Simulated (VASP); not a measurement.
# Te2Mo in VASP: relaxation of cell and atoms with PBEsol+D4

Aim: the relaxation of cell and atoms of Te2Mo with PBEsol+D4.

Program: VASP 6.6.1. These are calculated values, not measurements. Logs are shortened: lines on timing, memory, paths and dates and some standing lists are left out, and cuts for length are marked.

### 1 The sheet as given

The cell holds a sheet with vacuum, 3 atoms: a = 3.520 Å, b = 3.520 Å, c = 19.620 Å, α = 90.00°, β = 90.00°, γ = 120.00°.

The cell was built by a generator and needn't be a form met in nature.

### 2 Relaxation of cell and atoms, PBEsol+D4

Input file INCAR:

```
PREC = Accurate
ENCUT = 600
EDIFF = 1E-7
ISMEAR = 0
SIGMA = 0.03
LREAL = F
LASPH = T
NELM = 120
ALGO = Normal
ISIF = 3
LWAVE = F
LCHARG = F
GGA = PS
IVDW = 13
IBRION = 2
NSW = 60
EDIFFG = -0.005
LATTICE_CONSTRAINTS = .TRUE. .TRUE. .FALSE.
KPAR = 4
```

Input file KPOINTS:

```
Automatic mesh
0
Gamma
  12 12 1
```

Input file POSCAR:

```
Te2Mo
1.0
    3.5200000000      0.0000000000      0.0000000000
   -1.7600000000      3.0484094200      0.0000000000
    0.0000000000      0.0000000000     19.6200000000
Te Mo
2 1
Direct
    0.6666670000      0.3333330000      0.4077472000
    0.6666670000      0.3333330000      0.5922528000
    0.3333330000      0.6666670000      0.5000000000
```

Potentials or basis: VASP PAW PBE potentials, release 64 (Te, Mo_sv).

Command:

```sh
> cat potpaw_PBE.64/Te/POTCAR potpaw_PBE.64/Mo_sv/POTCAR > POTCAR
> mpirun -np 4 vasp_std > vasp.out
```

OUTCAR:

```text
PREC = Accurate
   ENCUT = 600
   EDIFF = 1E-7
   ISMEAR = 0
   LREAL = F
   LASPH = T
   NELM = 120
   ISIF = 3
   GGA = PS
   IVDW = 13
   IBRION = 2
   NSW = 60
   EDIFFG = -0.005

 ion  position               nearest neighbor table
   1  0.667  0.333  0.408-   3 2.72   3 2.72   3 2.72   2 3.62
   2  0.667  0.333  0.592-   3 2.72   3 2.72   3 2.72   1 3.62
   3  0.333  0.667  0.500-   1 2.72   2 2.72   1 2.72   2 2.72   1 2.72   2 2.72

  LATTYP: Found a hexagonal cell.
 ALAT       =     3.5200000000
 C/A-ratio  =     5.5738636364

  Lattice vectors:

 A1 = (   3.5200000000,   0.0000000000,   0.0000000000)
 A2 = (  -1.7600000000,   3.0484094200,   0.0000000000)
 A3 = (   0.0000000000,   0.0000000000,  19.6200000000)

Analysis of symmetry for initial positions (statically):
=====================================================================
 Subroutine PRICEL returns:
 Original cell was already a primitive cell.

 Routine SETGRP: Setting up the symmetry group for a
 hexagonal supercell.

 Subroutine GETGRP returns: Found 12 space group operations
 (whereof 12 operations were pure point group operations)
 out of a pool of 24 trial point group operations.

The static configuration has the point symmetry D_3h.

Analysis of symmetry for dynamics (positions and initial velocities):
=====================================================================
 Subroutine PRICEL returns:
 Original cell was already a primitive cell.

 Routine SETGRP: Setting up the symmetry group for a
 hexagonal supercell.

 Subroutine GETGRP returns: Found 12 space group operations
 (whereof 12 operations were pure point group operations)
 out of a pool of 24 trial point group operations.

The dynamic configuration has the point symmetry D_3h.

 Subroutine INISYM returns: Found 12 space group operations
 (whereof 12 operations are pure point group operations),
 and found     1 'primitive' translations

----------------------------------------------------------------------------------------

                                     Primitive cell

  volume of cell :     210.5305

  direct lattice vectors                    reciprocal lattice vectors
     3.520000000  0.000000000  0.000000000     0.284090909  0.164019963  0.000000000
    -1.760000000  3.048409420  0.000000000     0.000000000  0.328039926  0.000000000
     0.000000000  0.000000000 19.620000000     0.000000000  0.000000000  0.050968400

  length of vectors
     3.520000000  3.519999999 19.620000000     0.328039926  0.328039926  0.050968400

  position of ions in fractional coordinates (direct lattice)
     0.666667000  0.333333000  0.407747200
     0.666667000  0.333333000  0.592252800
     0.333333000  0.666667000  0.500000000

  ion indices of the primitive-cell ions
   primitive index   ion index
                 1           1
                 2           2
                 3           3

----------------------------------------------------------------------------------------

 KPOINTS: Automatic mesh

Automatic generation of k-mesh.
 Grid dimensions read from file:
 generate k-points for:   12   12    1

 Generating k-lattice:

  Cartesian coordinates                     Fractional coordinates (reciprocal lattice)
     0.023674242  0.013668330  0.000000000     0.083333333  0.000000000  0.000000000
     0.000000000  0.027336660  0.000000000     0.000000000  0.083333333  0.000000000
     0.000000000  0.000000000  0.050968400     0.000000000  0.000000000  1.000000000

  Length of vectors
     0.027336660  0.027336660  0.050968400

  Shift w.r.t. Gamma in fractional coordinates (k-lattice)
     0.000000000  0.000000000  0.000000000

 Subroutine IBZKPT returns following result:
 ===========================================

 Found     19 irreducible k-points:

 Following reciprocal coordinates:
            Coordinates               Weight
  0.000000  0.000000  0.000000      1.000000
  0.083333 -0.000000  0.000000      6.000000
  0.166667 -0.000000  0.000000      6.000000
  0.250000 -0.000000  0.000000      6.000000
  0.333333 -0.000000  0.000000      6.000000
  0.416667 -0.000000  0.000000      6.000000
[... 11 lines left out ...]
  0.333333  0.250000  0.000000     12.000000
  0.333333  0.333333  0.000000      2.000000
   k-points           NKPTS =     19   k-points in BZ     NKDIM =     19   number of bands    NBANDS=     17
   number of dos      NEDOS =    301   number of ions     NIONS =      3
   total plane-waves  NPLWV = 125440
   dimension x,y,z NGX =    28 NGY =   28 NGZ =  160
   dimension x,y,z NGXF=    56 NGYF=   56 NGZF=  320
   ions per type =               2   1
   NGX,Y,Z   is equivalent  to a cutoff of  13.22, 13.22, 13.56 a.u.
   NGXF,Y,Z  is equivalent  to a cutoff of  26.45, 26.45, 27.11 a.u.
 SYSTEM =  unknown system
   PREC   = accura    normal or accurate (medium, high low for compatibility)
   ISTART =      0    job   : 0-new  1-cont  2-samecut
   ICHARG =      2    charge: 1-file 2-atom 10-const
   ISPIN  =      1    spin polarized calculation?
   LNONCOLLINEAR =      F non collinear calculations
   LSORBIT =      F    spin-orbit coupling
   LASPH  =      T    aspherical Exc in radial PAW
   ENCUT  =  600.0 eV  44.10 Ry    6.64 a.u.   7.03  7.03 39.19*2*pi/ulx,y,z
   NELM   =    120;   NELMIN=  2; NELMDL= -5     # of ELM steps
   EDIFF  = 0.1E-06   stopping-criterion for ELM
   LREAL  =      F    real-space projection
   EDIFFG = -.5E-02   stopping-criterion for IOM
   NSW    =     60    number of steps for IOM
   IBRION =      2    ionic relax: 0-MD 1-quasi-New 2-CG
   NFREE  =      1    steps in history (QN), initial steepest desc. (CG)
   ISIF   =      3    stress and relaxation
   ISYM   =      2    0-nonsym 1-usesym 2-fastsym
   POTIM  = 0.5000    time-step for ionic-motion
   TEBEG  =    0.0;   TEEND  =   0.0 temperature during run
   PSTRESS=    0.0 pullay stress
   NELECT =      26.0000    total number of electrons
   NUPDOWN=      -1.0000    fix difference up-down
   EMIN   =  10.00;   EMAX   =-10.00  energy-range for DOS
   EFERMI =   0.00;   METHOD = LEGACY
   ISMEAR =     0;   SIGMA  =   0.03  broadening in eV -4-tet -1-fermi 0-gaus
   EFERMI_NEDOS =   21; number of points for ismear=-14 and -15
   IALGO  =     38    algorithm
   IMIX   =      4    mixing-type and parameters
     AMIX     =   0.40;   BMIX     =  1.00
     AMIX_MAG =   1.60;   BMIX_MAG =  1.00
  volume/ion in A,a.u.               =      70.18       473.58
  Fermi-wavevector in a.u.,A,eV,Ry     =   0.815257  1.540611  9.043020  0.664643
  Thomas-Fermi vector in A             =   1.925312
   LORBIT       =      0    0 simple, 1 ext, 2 COOP (PROOUT), +10 PAW based schemes
   GGA     = PS    functional components
   LHFCALC =     F    Hartree Fock is set to
   AEXX    =    0.0000 exact exchange contribution
   IVDW    =    13    specifies the selected vdW correction
   LEPSILON=     F    determine dielectric tensor
   LRPA    =     F    only Hartree local field effects (RPA)
 conjugate gradient relaxation of ions
 non-spin polarized calculation
 Gauss-broadening in eV      SIGMA  =   0.03
  energy-cutoff  :      600.00
  volume of cell :      210.53
 maximum number of plane-waves:      7051
   NGX = 15   NGY = 15   NGZ = 79

--------------------------------------- Ionic step        1  -------------------------------------------

 number of electron      26.0000000 magnetization

 Free energy of the ion-electron system (eV)
  ---------------------------------------------------
  ext. energy  EPLUGINS =         0.00000000
  ---------------------------------------------------
  free energy    TOTEN  =       -19.60638947 eV

  energy without entropy =      -19.60638947  energy(sigma->0) =      -19.60638947

 E-fermi :  -0.0924     XC(G=0):  -4.2995

 val. band max:       -0.3824371248   @ k =   0.3333   0.3333   0.0000
 cond. band min:       0.7658238920   @ k =   0.3333   0.3333   0.0000
 fundamental gap:      1.1482610167
 Fermi energy:        -0.0924380658

 k-point     1 :       0.0000    0.0000    0.0000
  band No.  band energies     occupation
      1     -60.9491      2.00000
      2     -35.1449      2.00000
      3     -35.0096      2.00000
      4     -35.0096      2.00000
      5     -13.0503      2.00000
      6     -12.1030      2.00000
[... 9 lines left out ...]
     16       3.0741      0.00000
     17       3.0741      0.00000

 k-point     2 :       0.0833   -0.0000    0.0000
  band No.  band energies     occupation
      1     -60.9484      2.00000
      2     -35.1429      2.00000
      3     -35.0185      2.00000
      4     -35.0117      2.00000
      5     -12.9526      2.00000
      6     -12.0349      2.00000
[... 9 lines left out ...]
     16       2.8598      0.00000
     17       2.8705      0.00000
[... 560 lines left out ...]
 VOLUME and BASIS-vectors are now :
 -----------------------------------------------------------------------------
  energy-cutoff  :      600.00
  volume of cell :      203.35
      direct lattice vectors                 reciprocal lattice vectors
     3.459415947  0.000000000  0.000000000     0.289066136  0.166892411  0.000000000
    -1.729707974  2.995942091  0.000000000    -0.000000000  0.333784823  0.000000000
     0.000000000  0.000000000 19.620000000     0.000000000  0.000000000  0.050968400

 POSITION                                       TOTAL-FORCE (eV/Angst)
 -----------------------------------------------------------------------------------
      1.72971      0.99865      7.99433         0.000000     -0.000000      0.033632
      1.72971      0.99865     11.62567        -0.000000     -0.000000     -0.033632
     -0.00000      1.99730      9.81000         0.000000      0.000000      0.000000
 -----------------------------------------------------------------------------------
    total drift:                                0.002490     -0.001438      0.000000

  FREE ENERGIE OF THE ION-ELECTRON SYSTEM (eV)
  ---------------------------------------------------
  free  energy   TOTEN  =       -20.2981483739 eV

  energy  without entropy=      -20.2981483739  energy(sigma->0) =      -20.29814837

--------------------------------------- Ionic step        7  -------------------------------------------

 number of electron      26.0000000 magnetization

 Free energy of the ion-electron system (eV)
  ---------------------------------------------------
  ext. energy  EPLUGINS =         0.00000000
  ---------------------------------------------------
  free energy    TOTEN  =       -19.60963280 eV

  energy without entropy =      -19.60963280  energy(sigma->0) =      -19.60963280

 E-fermi :   0.0815     XC(G=0):  -4.3780

 val. band max:       -0.2119717880   @ k =   0.3333   0.3333   0.0000
 cond. band min:       1.0635071625   @ k =   0.3333   0.3333   0.0000
 fundamental gap:      1.2754789505
 Fermi energy:         0.0814686290

 k-point     1 :       0.0000    0.0000    0.0000
  band No.  band energies     occupation
      1     -60.7203      2.00000
      2     -34.9546      2.00000
      3     -34.7731      2.00000
      4     -34.7731      2.00000
      5     -13.0898      2.00000
      6     -12.1299      2.00000
[... 9 lines left out ...]
     16       3.4674      0.00000
     17       3.4674      0.00000

 k-point     2 :       0.0833   -0.0000    0.0000
  band No.  band energies     occupation
      1     -60.7195      2.00000
      2     -34.9523      2.00000
      3     -34.7838      2.00000
      4     -34.7756      2.00000
      5     -12.9854      2.00000
      6     -12.0566      2.00000
[... 9 lines left out ...]
     16       3.2339      0.00000
     17       3.2460      0.00000
[... 355 lines left out ...]
 VOLUME and BASIS-vectors are now :
 -----------------------------------------------------------------------------
  energy-cutoff  :      600.00
  volume of cell :      203.69
      direct lattice vectors                 reciprocal lattice vectors
     3.462379703  0.000000000  0.000000000     0.288818699  0.166749553  0.000000000
    -1.731189851  2.998508779  0.000000000    -0.000000000  0.333499107  0.000000000
     0.000000000  0.000000000 19.620000000     0.000000000  0.000000000  0.050968400

 POSITION                                       TOTAL-FORCE (eV/Angst)
 -----------------------------------------------------------------------------------
      1.73119      0.99950      7.99783        -0.000000      0.000000      0.000635
      1.73119      0.99950     11.62217        -0.000000      0.000000     -0.000635
     -0.00000      1.99901      9.81000         0.000000      0.000000      0.000000
 -----------------------------------------------------------------------------------
    total drift:                                0.002494     -0.001440      0.000000

  FREE ENERGIE OF THE ION-ELECTRON SYSTEM (eV)
  ---------------------------------------------------
  free  energy   TOTEN  =       -20.2982476410 eV

  energy  without entropy=      -20.2982476410  energy(sigma->0) =      -20.29824764

 reached required accuracy - stopping structural energy minimisation
```

Wall time 3.5 min (4 MPI ranks of AMD EPYC 7R13 (Zen 3), shared host); peak memory 0.41 GiB.

What came out:

```yaml
Free_energy: -20.2982 eV
Relaxed_volume: 67.90 Å³/atom
Relaxed_cell: a = 3.462 Å, b = 3.462 Å, c = 19.620 Å, α = 90.00°, β = 90.00°, γ = 120.00°
Space_group_after_relaxing_to_0.05_Å: P-6m2 (No. 187)
Energy_gained_by_relaxing: 8.6 meV/atom
Ionic_steps: 7
Band_gap_on_the_k_mesh: 1.28 eV, direct
Dispersion_energy_per_atom: -0.230 eV
```

The path:
```tsv
step	energy change (eV)	largest force (eV/Å)	pressure (GPa)	volume (Å³)
1	0.0000	0.2775	-1.05	210.53
2	-0.0082	0.4155	1.06	200.07
3	-0.0246	0.0926	0.06	204.66
4	-0.0253	0.0542	0.03	204.26
5	-0.0256	0.0247	0.01	203.96
6	-0.0256	0.0336	-0.02	203.35
7	-0.0257	0.0006	-0.01	203.69
```

Final structure:
```cif
data_structure
_symmetry_space_group_name_H-M 'P 1'
_symmetry_Int_Tables_number 1
_cell_length_a 3.4624
_cell_length_b 3.4624
_cell_length_c 19.6200
_cell_angle_alpha 90.000
_cell_angle_beta 90.000
_cell_angle_gamma 120.000
_cell_volume 203.69
loop_
_atom_site_label
_atom_site_type_symbol
_atom_site_fract_x
_atom_site_fract_y
_atom_site_fract_z
_atom_site_occupancy
Te1 Te 0.66667 0.33333 0.40764 1
Te2 Te 0.66667 0.33333 0.59236 1
Mo1 Mo 0.33333 0.66667 0.50000 1
```

Levels at points of the mesh, in eV from the valence-band top:
```tsv
k point	band 9	band 10	band 11	band 12	band 13	band 14	band 15	band 16	band 17
(0.00, 0.00, 0.00)	-1.60	-1.60	-0.79	-0.79	-0.65	3.38	3.38	3.68	3.68
(0.50, 0.00, 0.00)	-3.41	-2.29	-1.75	-0.81	-0.12	1.61	1.87	3.39	3.88
```

Caveat: the PAW data sets were made with another functional, which shifts forces and pressure a little; spin-orbit coupling is left out, which moves the levels of the heavy elements.
